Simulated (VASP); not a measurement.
# KBr (Fm-3m) in VASP: notebook

One crystal, KBr, is run at these levels: PBE; tasks: single point, relaxation of cell and atoms.

Everything below comes from runs of VASP 6.6.1. Logs are shortened: lines on timing, memory, paths and dates and some standing lists are left out, and cuts for length are marked.

## Step 1: The structure

It takes space group Fm-3m (No. 225, cubic). Conventional cell: a = 6.600 Å, b = 6.600 Å, c = 6.600 Å, α = 90.00°, β = 90.00°, γ = 90.00°. K (site symmetry m-3m) has 6 Br at 3.30 Å as nearest neighbours. Br (site symmetry m-3m) is surrounded by 6 K at 3.30 Å.

## Step 2: Single point, PBE (cell and atoms relaxed tightly for response)

Input file INCAR:

```
SYSTEM = KBr
PREC     = Accurate       ! precision mode
ENCUT    = 520            ! plane-wave cutoff, eV
EDIFF    = 1E-6           ! SCF threshold, eV
ISMEAR   = 0              ! smearing method
SIGMA    = 0.01           ! smearing width, eV
LREAL    = .False.        ! projectors in reciprocal space
LASPH    = .True.         ! aspherical terms in the spheres
NELM     = 100            ! most SCF steps
ALGO     = Fast           ! electronic algorithm
ISIF     = 2              ! what is computed and relaxed
LWAVE    = .False.        ! write WAVECAR
LCHARG   = .True.         ! write CHGCAR
GGA      = PE             ! functional
LELF     = .True.         ! ELF
LVHAR    = .True.       
NBANDS   = 15             ! bands
```

Input file KPOINTS:

```
Automatic mesh
0
Gamma
  6 6 6
  0 0 0
```

Input file POSCAR:

```
KBr
1.0
    0.0000000000      3.3527671666      3.3527671666
    3.3527671666      0.0000000000      3.3527671666
    3.3527671666      3.3527671666      0.0000000000
K Br
1 1
Direct
    0.0000000000      0.0000000000      0.0000000000
    0.5000000000      0.5000000000      0.5000000000
```

Potentials or basis: VASP PAW PBE potentials, release 64 (K_sv, Br).

Launch:

```bash
$ cat potpaw_PBE.64/K_sv/POTCAR potpaw_PBE.64/Br/POTCAR > POTCAR
$ mpirun -np 1 vasp_std > vasp.out
```

OUTCAR:

```text
SYSTEM = KBr
   PREC = Accurate
   ENCUT = 520
   EDIFF = 1E-6
   ISMEAR = 0
   LREAL = .False.
   LASPH = .True.
   NELM = 100
   ISIF = 2
   GGA = PE

 ion  position               nearest neighbor table
   1  0.000  0.000  0.000-
   2  0.500  0.500  0.500-

  LATTYP: Found a face centered cubic cell.
 ALAT       =     6.7055343332

  Lattice vectors:

 A1 = (   0.0000000000,   3.3527671666,   3.3527671666)
 A2 = (   3.3527671666,   0.0000000000,   3.3527671666)
 A3 = (   3.3527671666,   3.3527671666,   0.0000000000)

Analysis of symmetry for initial positions (statically):
=====================================================================
 Subroutine PRICEL returns:
 Original cell was already a primitive cell.

 Routine SETGRP: Setting up the symmetry group for a
 face centered cubic supercell.

 Subroutine GETGRP returns: Found 48 space group operations
 (whereof 48 operations were pure point group operations)
 out of a pool of 48 trial point group operations.

The static configuration has the point symmetry O_h .

Analysis of symmetry for dynamics (positions and initial velocities):
=====================================================================
 Subroutine PRICEL returns:
 Original cell was already a primitive cell.

 Routine SETGRP: Setting up the symmetry group for a
 face centered cubic supercell.

 Subroutine GETGRP returns: Found 48 space group operations
 (whereof 48 operations were pure point group operations)
 out of a pool of 48 trial point group operations.

The dynamic configuration has the point symmetry O_h .

 Subroutine INISYM returns: Found 48 space group operations
 (whereof 48 operations are pure point group operations),
 and found     1 'primitive' translations

----------------------------------------------------------------------------------------

                                     Primitive cell

  volume of cell :      75.3772

  direct lattice vectors                    reciprocal lattice vectors
     0.000000000  3.352767167  3.352767167    -0.149130547  0.149130547  0.149130547
     3.352767167  0.000000000  3.352767167     0.149130547 -0.149130547  0.149130547
     3.352767167  3.352767167  0.000000000     0.149130547  0.149130547 -0.149130547

  length of vectors
     4.741528798  4.741528798  4.741528798     0.258301684  0.258301684  0.258301684

  position of ions in fractional coordinates (direct lattice)
     0.000000000  0.000000000  0.000000000
     0.500000000  0.500000000  0.500000000

[... 78 lines left out ...]
   NELECT =      16.0000    total number of electrons
   NUPDOWN=      -1.0000    fix difference up-down
   EMIN   =  10.00;   EMAX   =-10.00  energy-range for DOS
   EFERMI =   0.00;   METHOD = LEGACY
   ISMEAR =     0;   SIGMA  =   0.01  broadening in eV -4-tet -1-fermi 0-gaus
   EFERMI_NEDOS =   21; number of points for ismear=-14 and -15
   IALGO  =     68    algorithm
   IMIX   =      4    mixing-type and parameters
     AMIX     =   0.40;   BMIX     =  1.00
     AMIX_MAG =   1.60;   BMIX_MAG =  1.00
  volume/ion in A,a.u.               =      37.69       254.34
  Fermi-wavevector in a.u.,A,eV,Ry     =   0.976566  1.845441 12.975610  0.953680
  Thomas-Fermi vector in A             =   2.107194
   LORBIT       =      0    0 simple, 1 ext, 2 COOP (PROOUT), +10 PAW based schemes
   GGA     = PE    functional components
   LHFCALC =     F    Hartree Fock is set to
   AEXX    =    0.0000 exact exchange contribution
   IVDW    =     0    specifies the selected vdW correction
   LEPSILON=     F    determine dielectric tensor
   LRPA    =     F    only Hartree local field effects (RPA)
 non-spin polarized calculation
 RMM-DIIS sequential band-by-band and
 Gauss-broadening in eV      SIGMA  =   0.01
  energy-cutoff  :      520.00
  volume of cell :       75.38
 maximum number of plane-waves:      2085
   NGX = 17   NGY = 17   NGZ = 17

 number of electron      16.0000001 magnetization

 Free energy of the ion-electron system (eV)
  ---------------------------------------------------
  ext. energy  EPLUGINS =         0.00000000
  ---------------------------------------------------
  free energy    TOTEN  =        -6.22360780 eV

  energy without entropy =       -6.22360780  energy(sigma->0) =       -6.22360780

 E-fermi :  -1.8116     XC(G=0):  -7.1824

 val. band max:       -1.9223611053   @ k =   0.0000   0.0000   0.0000
 cond. band min:       2.3871817204   @ k =   0.0000   0.0000   0.0000
 fundamental gap:      4.3095428257
 Fermi energy:        -1.8115581289

 k-point     1 :       0.0000    0.0000    0.0000
  band No.  band energies     occupation
      1     -29.8086      2.00000
      2     -14.1591      2.00000
      3     -13.2822      2.00000
      4     -13.2822      2.00000
      5     -13.2822      2.00000
      6      -1.9224      2.00000
      7      -1.9224      2.00000
      8      -1.9224      2.00000
      9       2.3872      0.00000
     10       5.6672      0.00000
     11       5.6672      0.00000
     12       5.6672      0.00000
     13       6.4611      0.00000
     14       6.4611      0.00000
[... 257 lines left out ...]
      2     -14.1435      2.00000
      3     -13.3448      2.00000
      4     -13.3226      2.00000
      5     -13.2206      2.00000
      6      -2.5852      2.00000
      7      -2.3585      2.00000
      8      -2.3415      2.00000
      9       4.6708      0.00000
     10       5.8055      0.00000
     11       6.2471      0.00000
     12       7.1328      0.00000
     13       7.9383      0.00000
     14       8.7111      0.00000
     15       9.2295      0.00000

------------------------ aborting loop because EDIFF is reached ----------------------------------------

  FORCE on cell =-STRESS in cart. coord.  units (eV):
  Direction    XX          YY          ZZ          XY          YZ          ZX
  --------------------------------------------------------------------------------------
  -------------------------------------------------------------------------------------
  Total        0.0129344      0.0129344      0.0129344      0.0000000      0.0000000     -0.0000000
  in kB        0.2749259      0.2749259      0.2749259      0.0000000      0.0000000     -0.0000000
  external PRESSURE =       0.2749259 kB  Pullay stress =       0.0000000 kB

 VOLUME and BASIS-vectors are now :
 -----------------------------------------------------------------------------
  energy-cutoff  :      520.00
  volume of cell :       75.38
      direct lattice vectors                 reciprocal lattice vectors
     0.000000000  3.352767167  3.352767167    -0.149130547  0.149130547  0.149130547
     3.352767167  0.000000000  3.352767167     0.149130547 -0.149130547  0.149130547
     3.352767167  3.352767167  0.000000000     0.149130547  0.149130547 -0.149130547

 POSITION                                       TOTAL-FORCE (eV/Angst)
 -----------------------------------------------------------------------------------
      0.00000      0.00000      0.00000         0.000000      0.000000      0.000000
      3.35277      3.35277      3.35277        -0.000000     -0.000000     -0.000000
 -----------------------------------------------------------------------------------
    total drift:                                0.000000      0.000000      0.000000

  FREE ENERGIE OF THE ION-ELECTRON SYSTEM (eV)
  ---------------------------------------------------
  free  energy   TOTEN  =        -6.2236078036 eV

  energy  without entropy=       -6.2236078036  energy(sigma->0) =       -6.22360780
```

Wall time 15 s (1 thread of Intel Xeon Platinum 8488C (Sapphire Rapids), shared host); peak memory 0.2 GiB.

What came out:

- Free energy: -6.2236 eV
- Pressure: 0.0 GPa
- Band gap on the k mesh: 4.31 eV, direct

Levels at points of the mesh, in eV from the valence-band top:
```csv
k point,band 6,band 7,band 8,band 9,band 10,band 11
"(0.00, 0.00, 0.00)",0.00,0.00,0.00,4.31,7.59,7.59
"(0.50, 0.00, 0.00)",-1.09,-0.30,-0.30,6.49,8.05,9.63
"(0.50, 0.50, 0.00)",-0.76,-0.27,-0.27,5.91,7.02,9.25
```

## Step 3: Relaxation of cell and atoms, PBE (cell and atoms relaxed tightly for response)

Input file INCAR:

```
SYSTEM = KBr
ALGO = Fast
EDIFF = 1E-6
EDIFFG = -0.001
ENCUT = 600
GGA = PE
IBRION = 2
ISIF = 3
ISMEAR = 0
LASPH = .True.
LCHARG = .False.
LREAL = .False.
LWAVE = .False.
NELM = 100
NSW = 80
PREC = Accurate
SIGMA = 0.01
```

Input file KPOINTS:

```
k-points
0
Gamma
  6 6 6
  0 0 0
```

Input file POSCAR:

```
KBr
1.0
    0.0000000000      3.3504482009      3.3504482009
    3.3504482009      0.0000000000      3.3504482009
    3.3504482009      3.3504482009      0.0000000000
K Br
1 1
Direct
    0.0000000000      0.0000000000      0.0000000000
    0.5000000000      0.5000000000      0.5000000000
```

Potentials or basis: VASP PAW PBE potentials, release 64 (K_sv, Br).

Launch:

```bash
$ cat potpaw_PBE.64/K_sv/POTCAR potpaw_PBE.64/Br/POTCAR > POTCAR
$ mpirun -np 1 vasp_std > vasp.out
```

Wall time 30 s (1 thread of Intel Xeon Platinum 8488C (Sapphire Rapids), shared host); peak memory 0.26 GiB.

Results (log left out):

| Property | Result |
| --- | --- |
| Free energy | -6.2237 eV |
| Relaxed volume | 37.81 Å³/atom |
| Relaxed cell | a = 4.747 Å, b = 4.747 Å, c = 4.747 Å, α = 60.00°, β = 60.00°, γ = 60.00° |
| Space group after relaxing (to 0.05 Å) | Fm-3m (No. 225) |
| Energy gained by relaxing | 0.0 meV/atom |
| Ionic steps | 3 |
| Pressure after relaxing | 0.0 GPa |
| Band gap on the k mesh | 4.30 eV, direct |

Final structure:
```
K Br
1.0
     0.00000    3.35646    3.35646
     3.35646    0.00000    3.35646
     3.35646    3.35646    0.00000
K Br
1 1
Direct
  0.00000 0.00000 0.00000
  0.50000 0.50000 0.50000
```

Levels at points of the mesh, in eV from the valence-band top:
```tsv
k point	band 6	band 7	band 8	band 9	band 10	band 11
(0.00, 0.00, 0.00)	0.00	0.00	0.00	4.30	7.59	7.59
(0.50, 0.00, 0.00)	-1.08	-0.29	-0.29	6.48	8.04	9.62
(0.50, 0.50, 0.00)	-0.76	-0.27	-0.27	5.91	7.01	9.23
```

PBE usually gives volumes a little too large and moduli too small. Zero-point motion and thermal expansion aren't in these numbers.

## Step 4: Single point, PBE, non-collinear spin, zero start, spin-orbit coupling

Input file INCAR:

```
ALGO = Fast ; EDIFF = 1E-6
ENCUT = 520 ; GGA = PE
GGA_COMPAT = False ; ISIF = 2
ISMEAR = 0 ; LASPH = True
LCHARG = False ; LNONCOLLINEAR = True
LORBIT = 11 ; LORBMOM = True
LREAL = False ; LSORBIT = True
LWAVE = False ; MAGMOM = 0 0 0 0 0 0
NBANDS = 28 ; NELM = 150
PREC = Accurate ; SIGMA = 0.02
```

Input file KPOINTS:

```
k-points
0
Gamma
  6 6 6
```

Input file POSCAR:

```
KBr
1.0
    0.0000000000      3.3504481918      3.3504481918
    3.3504481918      0.0000000000      3.3504481918
    3.3504481918      3.3504481918      0.0000000000
K Br
1 1
Direct
    0.0000000000      0.0000000000      0.0000000000
    0.5000000000      0.5000000000      0.5000000000
```

Launch:

```bash
$ cat potpaw_PBE.64/K_sv/POTCAR potpaw_PBE.64/Br/POTCAR > POTCAR
$ mpirun -np 1 vasp_ncl > vasp.out
```

Run time: 1.7 min. Hardware: 1 thread of Intel Xeon Platinum 8488C (Sapphire Rapids), shared host; peak memory 0.4 GiB.

It converged, with:

```yaml
Free_energy: -6.2530 eV
Pressure: 0.1 GPa
Net_moment: 0.00 μB per cell
Valence_electrons_inside_the_program's_atomic_spheres: K 7.56; Br 4.90
```

Moments on the atoms (μB; x, y, z):
```
K   0.00 0.00 0.00
Br  0.00 0.00 0.00
```

## Step 5: Single point, PBE

Input file INCAR:

```
PREC     = Accurate       # precision mode
ENCUT    = 520            # plane-wave cutoff, eV
EDIFF    = 1E-6           # SCF threshold, eV
ISMEAR   = 0              # smearing method
SIGMA    = 0.1            # smearing width, eV
LREAL    = False          # projectors in reciprocal space
LASPH    = True           # aspherical terms in the spheres
NELM     = 80             # most SCF steps
ALGO     = Normal         # electronic algorithm
ISIF     = 2              # what is computed and relaxed
LWAVE    = False          # write WAVECAR
LCHARG   = True           # write CHGCAR
GGA      = PE             # functional
LELF     = True           # ELF
LVHAR    = True         
NBANDS   = 15             # bands
```

Input file KPOINTS:

```
regular mesh
0
Gamma
  6 6 6
```

Input file POSCAR:

```
KBr
1.0
    0.0000000000      3.3000000000      3.3000000000
    3.3000000000      0.0000000000      3.3000000000
    3.3000000000      3.3000000000      0.0000000000
K Br
1 1
Direct
    0.0000000000      0.0000000000      0.0000000000
    0.5000000000      0.5000000000      0.5000000000
```

Launch:

```bash
$ cat potpaw_PBE.64/K_sv/POTCAR potpaw_PBE.64/Br/POTCAR > POTCAR
$ mpirun -np 1 vasp_std > vasp.out
```

Wall time 19 s (1 thread of Intel Xeon Platinum 8488C (Sapphire Rapids), shared host); peak memory 0.21 GiB.

The run converged. Its results:

| Quantity | Value |
| --- | --- |
| Free energy | -6.2151 eV |
| Pressure | 0.8 GPa |
| Band gap on the k mesh | 4.43 eV, direct |

Levels at points of the mesh, in eV from the valence-band top:
```tsv
k point	band 6	band 7	band 8	band 9	band 10	band 11
(0.00, 0.00, 0.00)	0.00	0.00	0.00	4.43	7.60	7.60
(0.50, 0.00, 0.00)	-1.18	-0.33	-0.33	6.59	8.24	9.76
(0.50, 0.50, 0.00)	-0.81	-0.29	-0.29	5.86	7.20	9.37
```

As with any semilocal functional, this PBE gap is likely too small.

## Step 6: Summary

```csv
task,spin,cell,cutoff (eV),smearing,gap on the mesh (eV),pressure (GPa)
single point,off,cell and atoms relaxed tightly for response,520,gaussian 0.01 eV,4.31,0.0
relaxation of cell and atoms,off,relaxed from: cell and atoms relaxed tightly for response,600,gaussian 0.01 eV,4.30,0.0
single point,"non-collinear, zero start, SOC","level of theory: DFT PBE, spin-orbit coupling, plane waves, PAW, at the base's geometry",520,gaussian 0.02 eV,-,0.1
single point,off,as given,520,gaussian 0.1 eV,4.43,0.8
```

Alike in all rows: level PBE; potentials or basis VASP PAW PBE potentials, release 64 (K_sv, Br); k mesh 6 × 6 × 6.

Absolute energies hang on the potentials; compare differences alone.
